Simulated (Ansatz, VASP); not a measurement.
**One calculation of Ta, two programs**

Contents of INCAR:

```
SYSTEM = Ta
  ALGO = Fast
  EDIFF = 1E-6
  ENCUT = 520
  GGA = PE
  ISIF = 2
  ISMEAR = 0
  LASPH = .True.
  LCHARG = .True.
  LELF = .True.
  LREAL = .False.
  LVHAR = .True.
  LWAVE = .False.
  NBANDS = 12
  NELM = 60
  PREC = Accurate
  SIGMA = 0.15
```

File KPOINTS:

```
k-points
0
Gamma
  18 18 18
  0 0 0
```

POSCAR

```
Ta
1.0
   -1.7507551652      1.6594835689      1.7839448366
    1.7507551652     -1.6594835689      1.7839448366
    1.7507551652      1.6594835689     -1.7839448366
Ta
1
Direct
    0.0000000000      0.0000000000      0.0000000000
```

Input for Ansatz:

```yaml
crystal:
  lattice:
    - [-1.7507551652, 1.6594835689, 1.7839448366]
    - [1.7507551652, -1.6594835689, 1.7839448366]
    - [1.7507551652, 1.6594835689, -1.7839448366]
  atoms:
    - { symbol: Ta, position: [0.0, 0.0, 0.0] }
basis:
  ecutwfc: 420
kpoints:
  mp_grid: { grid: [18, 18, 18] }
hamiltonian:
  xc: pbe
  pseudopotentials: { kind: paw, azcp: { folder: soft_1 } }
scf:
  occupations: { method: gaussian, width: 0.15 }
output:
  forces: true
  stress: true
  eigenvalues: true
```

Change from the starting cell: normal strain along x +0.0550, normal strain along z +0.0750.

Alike in both runs: task single point; functional PBE; k mesh 18 × 18 × 18; occupations gaussian, width 0.15 eV; no spin polarisation.

|  | VASP | Ansatz |
| --- | --- | --- |
| version | VASP 6.6.1 | Ansatz 0.2.0 |
| potentials or method | VASP PAW PBE potentials, release 64 (Ta_pv) | scalar-relativistic, plane waves, PAW |
| plane-wave cutoff (eV) | 520 | 420 |
| valence electrons in the cell | 11 | 13 |

Ansatz gave:

```
gap on the k mesh at the Fermi level (eV)       : none
pressure (GPa)                                  : -18.9
largest component of the traceless stress (GPa) : 2.38
```

Problem. Which values does VASP return?

Solution. gap on the k mesh at the Fermi level (eV): none; pressure (GPa): -19.0; largest component of the traceless stress (GPa): 2.38.

A gap of «none» marks a metal or a gap that the smearing closes. The two sets of potentials don't hold the same shells in valence.

Caveats: so large a pressure means that the cell lies far from this level's equilibrium, or that cutoff or potentials fall short (VASP). The runs have no spin-orbit coupling, so splittings on Ta are missing.
